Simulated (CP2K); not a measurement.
Fitting the r2SCAN energy curve of Ti

The structure is cubic, space group Im-3m (No. 229). Conventional cell: a = 3.282 Å, b = 3.282 Å, c = 3.282 Å, α = 90.00°, β = 90.00°, γ = 90.00°. Around Ti (site symmetry m-3m) lie 8 Ti at 2.84 Å.

This isn't the form of Ti at room conditions, which is hcp.

The cell was scaled at fixed shape and fractions and run with CP2K, POTENTIAL_UZH Ti GTH-SCAN-q12; TZVP-MOLOPT-SCAN-GTH basis; r2SCAN, k mesh 11 × 11 × 11 on the cell of 1 atom, fermi-dirac occupations of 0.05 eV, no spin polarisation, no spin-orbit coupling. Energies are those that the program minimises, any entropy of the smearing included. For a metal such a mesh isn't converged to the digits shown.

```tsv
V (Å³/atom)	energy over the lowest row (meV/atom)
16.6155	8.97
16.9690	?
17.3225	0.00
17.6761	3.10
18.0296	10.72
18.3831	22.50
18.7366	38.10
```

Fit the third-order Birch-Murnaghan form, give V0, B0 and B′, and predict the energy left open.

With y = (V0/V)^(2/3), E = E0 + (9 V0 B0/16) [(y - 1)³ B′ + (y - 1)² (6 - 4y)]. Least squares through the rows shown give V0 = 17.2716 Å³/atom, E0 = -0.05 meV, B0 = 110.1 GPa (1 eV/Å³ = 160.218 GPa) and B′ = 3.09, with a largest miss of 0.01 meV. At V = 16.9690 the form with these constants gives 1.82 meV; the run gave 1.81 meV an atom.
